A level here is the energy that one electron may have in crystalline ruthenium when its wave has a chosen wavelength and direction. The three point columns give that choice as fractions of the reciprocal cell vectors, and the energies come from an all-electron PBE calculation without spin-orbit coupling. Zero is the Fermi energy, up to which the levels are filled. "Level under 1" is the nearest level below zero, "level over 1" the nearest above. These columns rank levels by energy, so a single column can jump from one band to another.

Three energies are worth remembering. Coupling between the atomic layers moves the pairs of d levels by about 0.6 to 1.9 eV along the hexagonal axis. Spin-orbit coupling, which the run leaves out, would be expected to split some of the equal levels by roughly 0.1 to 0.3 eV. The smearing of the occupations is 0.05 eV. The large movements below should survive both, whereas the finest spacings shouldn't be trusted.

Kohn-Sham levels of hexagonal Ru (P6_3/mmc, 2 atoms per cell) at points of an 11x11x6 k mesh, relative to the Fermi energy, from FLEUR MaX-R8.1 (later development tree). The all-electron LAPW calculation uses PBE without spin polarisation or spin-orbit coupling, and Fermi-Dirac occupations with a width of 0.05 eV. Points are given as fractions of the reciprocal cell vectors.

```tsv
point a (reciprocal cell vector)	point b (reciprocal cell vector)	point c (reciprocal cell vector)	level under 4 (eV)	level under 3 (eV)	level under 2 (eV)	level under 1 (eV)	level over 1 (eV)	level over 2 (eV)
0.0000	0.0000	0.0000	-1.848	-1.848	-1.322	-1.322	1.253	1.253
0.0000	0.0000	0.1667	-2.022	-2.022	-0.929	-0.929	0.398	1.260
0.0000	0.0000	0.5000	-2.695	-2.695	-2.647	-2.647	0.614	0.614
0.0000	0.0909	0.0000	-1.654	-1.620	-1.505	-0.371	1.365	3.423
0.0000	0.2727	0.0000	-1.550	-0.518	-0.262	-0.019	1.794	8.045
0.0909	0.4545	0.0000	-2.986	-2.075	-2.058	-1.427	1.556	1.642
0.2727	0.2727	0.0000	-3.623	-3.061	-2.286	-1.327	0.425	1.576
```

**Level point 1: pairs at the zone centre**

At the zone centre every cell of the crystal carries the same wave, and all six tabulated levels come in exact pairs. The reason is the symmetry about the hexagonal axis. A rotation about this axis turns an xz orbital partly into yz, and an xy orbital partly into $x^2-y^2$. Two orbitals that a rotation mixes in this way must have the same energy.

The cell contains two equivalent layers, so each kind of pair occurs twice. In one combination the orbitals of the two layers bond, and in the other they oppose each other. This is the bonding and antibonding splitting of a two-atom molecule, repeated along the whole crystal. It can place one pair of d levels below the Fermi energy and its partner above.

**Level point 3: the layers lose their splitting**

Level point 3 is taken out of turn because it fixes the other end of the line along the axis. The wave now changes sign from one cell to the next, which is a phase step of 90° from layer to layer. A layer sees the neighbour above it with a phase of +90° and the one below with −90°. Between like orbitals these two contributions cancel, and the bonding and antibonding combinations become equal in energy.

Symmetry makes this meeting exact as long as spin-orbit coupling is left out. Single bands meet in pairs, and bands that were already pairs meet in fours. The pair at 0.614 eV is read here as the visible half of such a group of four. The two close pairs near −2.7 eV are then of different origin: the lower one belongs to another group of four, and the upper one joins two single bands.

**Level point 2: a test between the two ends**

Level point 2 lies a third of the way along this line, where the phase step $\theta$ between layers is 30°. Coupling of adjacent layers between like orbitals varies as $\cos\theta$. If nothing else acted, the two branches would lie equally far above and below their meeting energy. The table is lopsided: from level point 1 to level point 3 the occupied branch rises by 1.94 eV, while the empty one falls by only 0.64 eV.

Theory offers a reason for this. At the zone centre, a mirror plane through each layer forbids xz and yz from mixing with xy and $x^2-y^2$. Along the axis this ban is lifted, and the mixing between neighbouring layers grows as $\sin\theta$. Levels that mix repel each other, so the upper branches are pushed up most strongly at level point 3. Coupling to the second layer away has the same dependence on $\theta$, and the numbers don't separate the two causes.

Both effects fit into one line,

$$E_\pm(\theta)=E_3+(M-E_3)\cos^2\theta\pm H\cos\theta .$$

Here $E_3$ is the meeting energy at level point 3. $M$ is the mean of the two branches at level point 1, and $H$ is half their separation there. The run gives no orbital characters, so the two branches needn't belong to one kind of orbital at that point. These two end points fix all three constants:

$$M=\frac{-1.322+1.253}{2}\approx-0.03\ \text{eV},\qquad H=\frac{1.253+1.322}{2}\approx1.29\ \text{eV}.$$

For the lower branch at 30°, where $\cos\theta\approx0.866$ and $\cos^2\theta=0.75$,

$$E_-\approx0.614-0.65\times0.75-1.29\times0.866\approx-0.99\ \text{eV}.$$

The table has −0.93 eV, and level point 2 had no part in setting the constants. The deeper occupied pair, treated with the plain cosine because its partner branch lies out of view, also comes within about 0.06 eV. If the two occupied pairs are instead assumed to cross on the way from level point 1, both estimates miss by about half an electronvolt. This favours the simple connection, in which the upper pair rises and the lower one sinks. The printed output sets the two connections side by side. "Row 2" there means level point 2, and its table of spacings keeps the order of the points but labels them by point a.

The same line gives an estimate for a point c of one third, where $\theta$ is 60°:

$$E_-\approx0.614-0.65\times0.25-1.29\times0.50\approx-0.2\ \text{eV}.$$

The rising pair would thus still be occupied there and would cross the Fermi energy on the last stretch to level point 3. Such a crossing is what makes a metal: filled and empty states of one band lie next to each other, and electrons can respond to a small voltage. The distance between "level under 1" and "level over 1" in a row is therefore only a local separation and not a band gap.

One level at level point 2 stands alone, at 0.398 eV. The level at 1.260 eV also appears only once, but its partner is expected just beyond the last column. An orbital that is symmetric about the axis, such as s, $p_z$ or $z^2$, has no partner under rotation and gives a single level. Such orbitals can overlap strongly with the neighbouring layers, so their bands can be steep along this line. Probably this one falls from above the empty pair at level point 1 to the upper of the two close pairs at level point 3, but that path is a guess.

**Level point 4: one small step off the axis**

With the first step into the basal plane the exact pairs are gone, and none returns in the remaining rows. The wave now has a direction within the layer. An orbital pointing along it and one pointing across it meet their neighbours with different phases, so they no longer share an energy.

The surprise is the size of one shift. The level at −0.371 eV lies in a range that is empty at the zone centre, and the nearest level there is 0.95 eV away. A free electron would gain only 0.23 eV over the same distance from the centre. So fast a change calls for strong repulsion between levels that symmetry keeps apart at the centre and allows to mix as soon as the wave tilts.

Which levels repel is a guess. One half of the empty pair may be pushed down through the Fermi energy by a higher level of s and p character, which is itself pushed up. The wide spacing of the two empty levels in this row would fit such a picture.

**Level point 5: a level at the Fermi energy**

Further along the same direction, the highest level under zero lies at −0.019 eV. This is well within the smearing, and the level is only about 59% filled. Spin-orbit coupling could move it to the other side of zero. It should be read as a level at the Fermi energy and not as a securely occupied one.

Above it there is one more level at 1.794 eV, and the next follows only at 8.045 eV. This wide step fits the upper end of the d levels. Ruthenium has filled most of its d states, so few remain empty, and beyond them come the broad bands of s and p electrons.

**Level points 6 and 7: close is not equal**

Level point 6 has two occupied levels only 0.017 eV apart, which looks like a return of the pairs. No symmetry links them, however. In the plane of these points the zone is a hexagon, and this point lies on one of its sides, where the remaining reflections and half-turn allow only single levels. Levels that behave differently under a reflection can pass through each other without repulsion, so close approaches can happen by chance. Spin-orbit coupling could change a spacing this small completely.

At level point 7 the four tabulated occupied levels are well separated and spread over 2.3 eV, the widest range of the rows in the plane. No symmetry forces levels to be equal here. Each level is a mixture of orbitals, and its energy depends on how they overlap with their neighbours for this particular wave. The few points in the plane show no simple rule for the order of levels, whereas along the axis two end points and a cosine already give a good first estimate for the pairs.

Printed output of the fit:

```
Spacings of neighbouring levels in eV:
     row  under 3 less under 4  under 2 less under 3  under 1 less under 2  over 2 less over 1
     0.0                     0                 0.526                     0                   0
     0.0                     0                 1.093                     0               0.862
     0.0                     0                 0.048                     0                   0
     0.0                 0.034                 0.115                 1.134               2.058
     0.0                 1.032                 0.256                 0.243               6.251
  0.0909                 0.911                 0.017                 0.631               0.086
  0.2727                 0.562                 0.775                 0.959               1.151
Row 2, rising doublet predicted without crossing, eV: -0.9873
Row 2, its miss (prediction less table), eV: -0.05826
Row 2, upper empty level predicted, eV: 1.243
Row 2, its miss, eV: -0.01738
Row 2, falling doublet predicted without crossing, eV: -1.962
Row 2, its miss, eV: 0.06048
Row 2, miss of rising doublet if the doublets cross, eV: -0.4832
Row 2, miss of falling doublet if the doublets cross, eV: 0.516
Row 2, miss of rising doublet with adjacent layers only, eV: -0.1335
Rise of the upper occupied doublet from row 1 to row 3, eV: 1.936
Fall of the empty doublet from row 1 to row 3, eV: 0.639
Fall of the lower occupied doublet from row 1 to row 3, eV: 0.847
Row 4, highest level under zero less the one of row 1, eV: 0.951
Row 4, lowest empty level of row 1 less highest level under zero of row 4, eV: 1.624
Free-electron energy at the distance of row 4 from the centre, eV: 0.2263
Row 5, Fermi-Dirac occupation of the highest level under zero (0 to 1): 0.5939
```
